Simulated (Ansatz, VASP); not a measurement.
# NiTe2 (Melonite) in two plane-wave programs, part 2 of 2

Wanted: the spread between two codes on one cell, functional and k mesh. The structure shown comes from an earlier Ansatz run, which isn't shown and may have moved the atoms alone.

VASP 6.6.1 and Ansatz 0.2.0.

So far: The starting structure; Ansatz: elastic constants, LDA.

## (3) VASP: elastic constants, LDA

Level of this step: LDA, no spin polarisation; plane waves and PAW (Ni, Te) (VASP).

The same cell, functional (in two slightly different forms), mesh and smearing now go to VASP, with its own data sets.

Lines of VASP's logs that name or quote its potential files are left out, and so is its time.

INCAR

```
SYSTEM = NiTe2
PREC = Accurate
ENCUT = 600
EDIFF = 1E-08
NELM = 120
ISMEAR = 1
SIGMA = 0.25
LREAL = .FALSE.
ALGO = Normal
GGA = PW92
NBANDS = 17
LASPH = .TRUE.
LORBIT = 11
LWAVE = .FALSE.
LCHARG = .FALSE.
ISIF = 3
IBRION = 6
NFREE = 2
POTIM = 0.015
NSW = 1
GGA_COMPAT = .FALSE.
KPAR = 2
```

POSCAR

```
NiTe2
1.0
    3.7640840722      0.0000000000      0.0000000000
   -1.8820420361      3.2597924285      0.0000000000
    0.0000000000      0.0000000000      5.2983887191
Ni Te
1 2
Direct
    0.0000000000      0.0000000000      0.0000000000
    0.3333333333      0.6666666667      0.2462743885
    0.6666666667      0.3333333333      0.7537256115
```

KPOINTS

```
Automatic mesh
0
Gamma
4 4 4
0 0 0
```

Potentials, in the order of the species: Ni and Te (LDA family, release 64).

The run is started by

```
> mpirun -np 2 vasp_std
```

Numbers of over 12 decimals in the logs are rounded to 6 here.

Output:

```text
[banner, memory and clock lines left out]
running    2 mpi-ranks, on    1 nodes
 distrk:  each k-point on    1 cores,    2 groups
 distr:  one band on    1 cores,    1 groups

 POSCAR found type information on POSCAR NiTe
 POSCAR found :  2 types and       3 ions
|                                                                             |
|               ----> ADVICE to this user running VASP <----                  |
|                                                                             |
|     You enforced a specific xc type in the INCAR file but a different       |
|     [... a line on the potential file left out ...]
|     I HOPE YOU KNOW WHAT YOU ARE DOING!                                     |
|                                                                             |

 LDA part: xc-table for (Slater(with rela. corr.)+PW92), standard interpolation
 POSCAR, INCAR and KPOINTS ok, starting setup
 FFT: planning ... GRIDC
 FFT: planning ... GRID_SOFT
 FFT: planning ... GRID
 WAVECAR not read
 entering main loop
       N       E                     dE             d eps       ncg     rms          rms(c)
DAV:   1     0.120403555855E+03    0.12040E+03   -0.99252E+03   442   0.135E+03
DAV:   2    -0.752362900028E+01   -0.12793E+03   -0.12342E+03   466   0.254E+02
DAV:   3    -0.158122435791E+02   -0.82886E+01   -0.80880E+01   592   0.721E+01
DAV:   4    -0.160151401180E+02   -0.20290E+00   -0.20251E+00   527   0.102E+01
DAV:   5    -0.160207203672E+02   -0.55802E-02   -0.55799E-02   619   0.183E+00    0.147E+01
DAV:   6    -0.192916143531E+02   -0.32709E+01   -0.31531E+01   470   0.108E+02    0.202E+01
DAV:   7    -0.151255068951E+02    0.41661E+01   -0.78917E+00   560   0.724E+01    0.562E+00
DAV:   8    -0.151863708139E+02   -0.60864E-01   -0.20988E+00   585   0.244E+01    0.464E+00
DAV:   9    -0.150338757035E+02    0.15250E+00   -0.68459E-01   497   0.156E+01    0.185E+00
DAV:  10    -0.150326000518E+02    0.12757E-02   -0.23893E-02   506   0.131E+00    0.147E+00
DAV:  11    -0.150313192177E+02    0.12808E-02   -0.32953E-03   553   0.870E-01    0.421E-01
DAV:  12    -0.150312634009E+02    0.55817E-04   -0.30993E-04   487   0.114E-01    0.242E-01
DAV:  13    -0.150311545484E+02    0.10885E-03   -0.95856E-05   588   0.187E-01    0.139E-01
DAV:  14    -0.150311071375E+02    0.47411E-04   -0.64219E-05   618   0.127E-01    0.462E-02
DAV:  15    -0.150310995410E+02    0.75965E-05   -0.19340E-05   682   0.663E-02    0.130E-02
DAV:  16    -0.150310991538E+02    0.38713E-06   -0.21707E-06   663   0.133E-02    0.779E-03
DAV:  17    -0.150310991127E+02    0.41169E-07   -0.14984E-07   581   0.401E-03    0.143E-03
DAV:  18    -0.150310991095E+02    0.31555E-08   -0.13558E-08   408   0.140E-03
   1 F= -.15031099E+02 E0= -.15028641E+02  d E =-.737569E-02
[... from here on, the cycles between the ionic steps are left out ...]
   2 F= -.15023602E+02 E0= -.15021415E+02  d E =-.656052E-02
  13 F= -.15029467E+02 E0= -.15027110E+02  d E =-.707200E-02
  14 F= -.15030101E+02 E0= -.15027648E+02  d E =-.735852E-02
  15 F= -.15030101E+02 E0= -.15027648E+02  d E =-.735845E-02
  16 F= -.15030198E+02 E0= -.15027744E+02  d E =-.736198E-02
  17 F= -.15030198E+02 E0= -.15027744E+02  d E =-.736182E-02
  18 F= -.15030594E+02 E0= -.15028149E+02  d E =-.733494E-02
  19 F= -.15030594E+02 E0= -.15028149E+02  d E =-.733514E-02
  20 F= -.15030438E+02 E0= -.15027961E+02  d E =-.743096E-02
 Finite differences progress:
  Degree of freedom:  10/ 10
  Displacement:        1/  2
  Total:              19/ 20
 bond charge predicted
       N       E                     dE             d eps       ncg     rms          rms(c)
DAV:   1    -0.150289024329E+02    0.15356E-02   -0.33969E-01   443   0.330E+00    0.222E-01
DAV:   2    -0.150300515378E+02   -0.11491E-02   -0.13123E-02   517   0.933E-01    0.120E-01
DAV:   3    -0.150301450770E+02   -0.93539E-04   -0.92585E-04   564   0.637E-01    0.140E-01
DAV:   4    -0.150300089125E+02    0.13616E-03   -0.44136E-04   497   0.471E-01    0.539E-02
DAV:   5    -0.150300028633E+02    0.60492E-05   -0.40610E-05   630   0.919E-02    0.108E-02
DAV:   6    -0.150300026157E+02    0.24763E-06   -0.21505E-06   576   0.158E-02    0.768E-03
DAV:   7    -0.150300025815E+02    0.34141E-07   -0.21528E-07   585   0.544E-03    0.385E-03
DAV:   8    -0.150300025817E+02   -0.14143E-09   -0.16928E-08   291   0.186E-03
  21 F= -.15030003E+02 E0= -.15027580E+02  d E =-.726820E-02
 Finite differences progress:
  Degree of freedom:  10/ 10
  Displacement:        2/  2
  Total:              20/ 20
```

From OUTCAR (step 3):

```text
ion  position               nearest neighbor table
   1  0.000  0.000  0.000-   2 2.53   3 2.53   2 2.53   3 2.53   3 2.53   2 2.53
   2  0.333  0.667  0.246-   1 2.53   1 2.53   1 2.53   3 3.40   3 3.40   3 3.40   3 3.46   3 3.46
                             3 3.46
   3  0.667  0.333  0.754-   1 2.53   1 2.53   1 2.53   2 3.40   2 3.40   2 3.40   2 3.46   2 3.46
                             2 3.46

  LATTYP: Found a hexagonal cell.
 ALAT       =     3.7640840722
 C/A-ratio  =     1.4076169972

 Subroutine GETGRP returns: Found 12 space group operations
 (whereof 12 operations were pure point group operations)

The static configuration has the point symmetry D_3d.

 Found     13 irreducible k-points:

   k-points           NKPTS =     13   k-points in BZ     NKDIM =     13   number of bands    NBANDS=     17

   dimension x,y,z NGX =    30 NGY =   30 NGZ =   42
   dimension x,y,z NGXF=    60 NGYF=   60 NGZF=   84

   ENCUT  =  600.0 eV  44.10 Ry    6.64 a.u.   7.52  7.52 10.58*2*pi/ulx,y,z

   NELECT =      22.0000    total number of electrons

 k-points in reciprocal lattice and weights: Automatic mesh
   0.00000000  0.00000000  0.00000000       0.016
   0.25000000  0.00000000  0.00000000       0.094
   0.50000000  0.00000000  0.00000000       0.047
   0.25000000  0.25000000  0.00000000       0.094
   0.00000000  0.00000000  0.25000000       0.031
   0.25000000  0.00000000  0.25000000       0.094
   0.00000000  0.25000000  0.25000000       0.094
   0.50000000  0.00000000  0.25000000       0.094
   0.25000000  0.25000000  0.25000000       0.188
   0.00000000  0.00000000  0.50000000       0.016
   0.25000000  0.00000000  0.50000000       0.094
   0.50000000  0.00000000  0.50000000       0.047
   0.25000000  0.25000000  0.50000000       0.094

 average (electrostatic) potential at core
       1 -82.9267       2 -87.0323       3 -87.0322

 E-fermi :   8.6572

 k-point     1 :       0.0000    0.0000    0.0000
  band No.  band energies     occupation
    ...
      4       4.8003      2.00000
      5       4.8003      2.00000
      6       6.3039      2.00000
      7       6.3039      2.00000
      8       6.8152      2.00000
      9       9.0860     -0.03577
     10       9.0860     -0.03577
     11       9.8359     -0.00000
     12       9.8359     -0.00000
     13      10.9938     -0.00000
    ...

 k-point     2 :       0.2500    0.0000    0.0000
  band No.  band energies     occupation
    ...
      7       6.0452      2.00000
      8       6.4462      2.00000
      9       6.9774      2.00000
     10       7.4398      2.00000
     11       8.0887      2.00598
     12      10.1341     -0.00000
     13      10.6871     -0.00000
     14      12.6466     -0.00000
     15      15.3605      0.00000
     16      15.4767      0.00000
    ...

 k-point     3 :       0.5000    0.0000    0.0000
  band No.  band energies     occupation
    ...
      8       5.7368      2.00000
      9       6.5072      2.00000
     10       6.5357      2.00000
     11       6.7690      2.00000
     12       8.6305      1.17981
     13      10.7868     -0.00000
     14      11.9711     -0.00000
     15      14.4712      0.00000
     16      14.5733      0.00000
     17      15.0049      0.00000

  Total        0.0783409      0.0783409      0.1791606      0.0000000      0.0000000      0.0000000
  in kB        1.9306619      1.9306619      4.4152969      0.0000000      0.0000000      0.0000000
  external PRESSURE =       2.7588736 kB  Pullay stress =       0.0000000 kB

  energy-cutoff  :      600.00
  volume of cell :       65.01
      direct lattice vectors                 reciprocal lattice vectors
     3.764084072  0.000000000  0.000000000     0.265668880  0.153383999  0.000000000
    -1.882042036  3.259792428  0.000000000     0.000000000  0.306767999  0.000000000
     0.000000000  0.000000000  5.298388719     0.000000000  0.000000000  0.188736624

 POSITION                                       TOTAL-FORCE (eV/Angst)
 -----------------------------------------------------------------------------------
      0.00000      0.00000      0.00000         0.000000     -0.000000     -0.060924
     -0.00000      2.17319      1.28986         0.000000     -0.000000      0.132644
      1.88204      1.08660      3.99353        -0.000000      0.000000     -0.071720
 -----------------------------------------------------------------------------------
    total drift:                               -0.000000     -0.000000      0.000002

  FREE ENERGIE OF THE ION-ELECTRON SYSTEM (eV)
  ---------------------------------------------------
  free  energy   TOTEN  =       -15.0300025817 eV

  energy  without entropy=      -15.0227343851  energy(sigma->0) =      -15.02757985

  SYMMETRIZED ELASTIC MODULI (kBar)
 Direction    XX          YY          ZZ          XY          YZ          ZX
 --------------------------------------------------------------------------------
 XX        1611.0573    595.5382    832.2271      0.0000   -346.2237     -0.0000
 YY         595.5382   1611.0573    832.2271      0.0000    346.2237      0.0000
 ZZ         832.2271    832.2271   1080.5423      0.0000      0.0000     -0.0000
 XY          -0.0000      0.0000      0.0000    507.7595      0.0000   -346.2237
 YZ        -346.2237    346.2237      0.0000      0.0000    359.2059      0.0000
 ZX           0.0000      0.0000     -0.0000   -346.2237      0.0000    359.2059
 --------------------------------------------------------------------------------

 Eigenvectors and eigenvalues of the dynamical matrix
 ----------------------------------------------------

   1 f  =    6.744193 THz    42.375017 2PiTHz  224.962075 cm-1    27.891730 meV
             X         Y         Z           dx          dy          dz
      0.000000  0.000000  0.000000    -0.901612    0.000066   -0.000000
     -0.000000  2.173195  1.304857     0.305856   -0.000022    0.000000
      1.882042  1.086597  3.993531     0.305856   -0.000022   -0.000000

   2 f  =    6.744193 THz    42.375017 2PiTHz  224.962075 cm-1    27.891730 meV
             X         Y         Z           dx          dy          dz
      0.000000  0.000000  0.000000     0.000066    0.901612    0.000000
     -0.000000  2.173195  1.304857    -0.000022   -0.305856    0.000000
      1.882042  1.086597  3.993531    -0.000022   -0.305856   -0.000000

   3 f  =    6.412641 THz    40.291815 2PiTHz  213.902695 cm-1    26.520542 meV
             X         Y         Z           dx          dy          dz
      0.000000  0.000000  0.000000     0.000000   -0.000000   -0.901578
     -0.000000  2.173195  1.304857     0.000000    0.000000    0.305906
      1.882042  1.086597  3.993531    -0.000000    0.000000    0.305906

   4 f  =    4.709747 THz    29.592215 2PiTHz  157.100260 cm-1    19.477941 meV
             X         Y         Z           dx          dy          dz
      0.000000  0.000000  0.000000     0.000000   -0.000000    0.000000
     -0.000000  2.173195  1.304857     0.000000    0.000000    0.707107
      1.882042  1.086597  3.993531    -0.000000    0.000000   -0.707107

   5 f  =    2.941956 THz    18.484856 2PiTHz   98.133094 cm-1    12.166948 meV
             X         Y         Z           dx          dy          dz
      0.000000  0.000000  0.000000     0.000000   -0.000000    0.000000
     -0.000000  2.173195  1.304857     0.707107   -0.000037   -0.000000
      1.882042  1.086597  3.993531    -0.707107    0.000037    0.000000

   6 f  =    2.941956 THz    18.484856 2PiTHz   98.133094 cm-1    12.166948 meV
             X         Y         Z           dx          dy          dz
      0.000000  0.000000  0.000000     0.000000   -0.000000   -0.000000
     -0.000000  2.173195  1.304857    -0.000037   -0.707107   -0.000000
      1.882042  1.086597  3.993531     0.000037    0.707107   -0.000000

   7 f/i=    0.001036 THz     0.006507 2PiTHz    0.034546 cm-1     0.004283 meV
             X         Y         Z           dx          dy          dz
      0.000000  0.000000  0.000000    -0.207740   -0.379394    0.000000
     -0.000000  2.173195  1.304857    -0.306191   -0.559195    0.000000
      1.882042  1.086597  3.993531    -0.306191   -0.559195    0.000000

   8 f/i=    0.001036 THz     0.006507 2PiTHz    0.034546 cm-1     0.004283 meV
             X         Y         Z           dx          dy          dz
      0.000000  0.000000  0.000000    -0.379394    0.207740    0.000000
     -0.000000  2.173195  1.304857    -0.559195    0.306191    0.000000
      1.882042  1.086597  3.993531    -0.559195    0.306191    0.000000

   9 f/i=    0.001482 THz     0.009313 2PiTHz    0.049442 cm-1     0.006130 meV
             X         Y         Z           dx          dy          dz
      0.000000  0.000000  0.000000     0.000000    0.000000    0.432616
     -0.000000  2.173195  1.304857     0.000000    0.000000    0.637512
      1.882042  1.086597  3.993531     0.000000    0.000000    0.637512

 ELASTIC MODULI CONTR FROM IONIC RELAXATION (kBar)
 Direction    XX          YY          ZZ          XY          YZ          ZX
 --------------------------------------------------------------------------------
 XX        -341.0720    -68.1026   -281.2137      0.0000    168.7090     -0.0000
 YY         -68.1026   -341.0720   -281.2137     -0.0000   -168.7090      0.0000
 ZZ        -281.2137   -281.2137   -386.5399      0.0000     -0.0000     -0.0000
 XY           0.0000     -0.0000      0.0000   -136.4847     -0.0000    168.7089
 YZ         168.7090   -168.7090     -0.0000     -0.0000   -208.5414      0.0000
 ZX          -0.0000      0.0000     -0.0000    168.7089      0.0000   -208.5411
 --------------------------------------------------------------------------------

 TOTAL ELASTIC MODULI (kBar)
 Direction    XX          YY          ZZ          XY          YZ          ZX
 --------------------------------------------------------------------------------
 XX        1269.9853    527.4357    551.0134      0.0000   -177.5147     -0.0000
 YY         527.4357   1269.9853    551.0134     -0.0000    177.5147      0.0000
 ZZ         551.0134    551.0134    694.0024      0.0000     -0.0000     -0.0000
 XY           0.0000     -0.0000      0.0000    371.2748     -0.0000   -177.5148
 YZ        -177.5147    177.5147     -0.0000     -0.0000    150.6645      0.0000
 ZX          -0.0000      0.0000     -0.0000   -177.5148      0.0000    150.6647
 --------------------------------------------------------------------------------

 total charge
# of ion       s       p       d       tot
------------------------------------------
    1        0.469   0.555   8.456   9.480
    2        1.414   1.882   0.074   3.370
    3        1.414   1.882   0.074   3.370
--------------------------------------------------
tot          3.297   4.319   8.604  16.220

[... 3 further parts left out ...]
```

CONTCAR:

```
NiTe2
   1.00000000000000
     3.7640840722000002    0.0000000000000000    0.0000000000000000
    -1.8820420361000001    3.2597924285000000    0.0000000000000000
     0.0000000000000000    0.0000000000000000    5.2983887191000001
  Ni              Te
     1     2
Direct
     0.0000000000000000    0.0000000000000000    0.0000000000000000
     0.3333333332999971    0.6666666667000030    0.2434433391385334
     0.6666666667000030    0.3333333332999970    0.7537256115000019
```

This run has no spin polarisation, so a moment on Ni, if there is one, isn't seen. The last energy, forces, stress and levels in OUTCAR belong to the last displaced cell, not to the cell of POSCAR. The k-mesh is coarse for a metal.

Levels, forces or a CONTCAR printed for this step are those of its last displaced cell, not of the structure at rest.

## (4) Comparison

Known differences besides the potentials themselves: the data sets hold 50 valence electrons in Ansatz (on its default PAW (the set named soft_2) files) and 22 in VASP; the cutoff is 420 eV in Ansatz and 600 eV in VASP; VASP's log shows a relativistic correction to its local exchange, Ansatz's none; VASP takes each elastic constant from one size of strain, Ansatz from those that its log lists. Total energies have different zeros and are not compared.

Both answers:

| quantity | Ansatz | VASP | difference |
| --- | --- | --- | --- |
| C11 (GPa) | 125.3 | 127.0 | -1.33 % |
| C22 (GPa) | 125.3 | 127.0 | -1.33 % |
| C33 (GPa) | 68.2 | 69.4 | -1.79 % |
| C12 (GPa) | 52.9 | 52.7 | +0.38 % |
| C13 (GPa) | 55.5 | 55.1 | +0.67 % |
| C23 (GPa) | 55.5 | 55.1 | +0.67 % |
| C44 (GPa) | 15.2 | 15.1 | +0.56 % |
| C55 (GPa) | 15.2 | 15.1 | +0.56 % |
| C66 (GPa) | 36.2 | 37.1 | -2.55 % |

## (5) Outcome

| Item | Value |
| --- | --- |
| difference in C66 (elastic constants, LDA) | -2.6 % |

In words: The difference in C66 is -2.6 % (elastic constants, LDA), within the 5 % picked in this series as the mark of a large difference. The data sets hold unlike numbers of valence electrons (50 in Ansatz and 22 in VASP), so part of the differences comes from the potentials. How closely two codes agree says nothing of how well the functional describes the real material.

[Lines on the potential files, build, host, timing and source positions are cut from VASP's logs without a mark.]

[Logs are printed without paths, hosts, clocks, repeated set-up lines and the standing remarks that a program may print on its own settings, such as how far it seeks lower states.]

[Hosts, paths, dates, database ids (printed as entryN), source tags and the programs' standing remarks are cut or masked in the printed files.]
